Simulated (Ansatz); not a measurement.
Os:

```xyz
2
Lattice="2.7341 0.0000 0.0000 -1.3671 2.3678 0.0000 0.0000 0.0000 4.3197" Properties=species:S:1:pos:R:3 pbc="T T T"
Os    1.3671    0.7893    3.2398
Os    0.0000    1.5785    1.0799
```

```yaml
Program: Ansatz 0.2.0
Task: relaxation of cell and atoms
Functional: revPBE
Potentials_or_basis: Ansatz PAW
Cutoff: "420 eV (not typed: the program's choice for these potentials)"
k_mesh: 11 × 11 × 6
Occupations: fermi-dirac, width 0.05 eV
Spin: no spin polarisation
```

At the start: volume 13.98 Å³/atom.

Q: Where does the relaxation end?

A: It ends after 5 steps and the volume is 14.39 Å³/atom (+2.9 %); space group P6_3/mmc (No. 194, to 0.05 Å).

The path:
```csv
step,energy change (eV),largest force (eV/Å),volume (Å³)
1,0.0000,0.0000,27.96
2,-0.0279,0.0000,28.86
3,-0.0283,0.0000,28.78
4,-0.0283,0.0000,28.77
5,-0.0287,0.0000,28.77
```

Final structure:
```xyz
2
Lattice="2.7606 0.0000 0.0000 -1.3803 2.3907 0.0000 0.0000 0.0000 4.3596" Properties=species:S:1:pos:R:3 pbc="T T T"
Os    1.3803    0.7969    3.2697
Os    0.0000    1.5938    1.0899
```

Caveat: the plane-wave basis is chosen anew once the cell has moved, so the energies of steps on either side of that aren't comparable; the PAW data sets come from PBE, with cores solved anew for the run's functional, which leaves a small shift of forces and pressure.
